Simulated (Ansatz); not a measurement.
An element in the fcc structure gives these cold pressures by all-electron LAPW under PBE (Ansatz 0.2.0, scalar-relativistic, no spin polarisation).

| V (Å³/atom) | P (GPa) |
| --- | --- |
| 14.54 | 0.01 |
| 13.38 | 8.18 |
| 12.22 | 20.3 |
| 11.05 | 39.8 |
| 9.89 | 71.9 |
| 8.73 | 126.7 |
| 7.56 | 227.2 |
| 6.55 | 383.5 |

(1) Which element is it?

## Answers

(1) Si. Its zero-pressure volume in this structure is near 14.5 Å³/atom; the volume and the steepness of P(V) together point to it, though neighbours can come close. Neighbours weren't tried against these numbers.
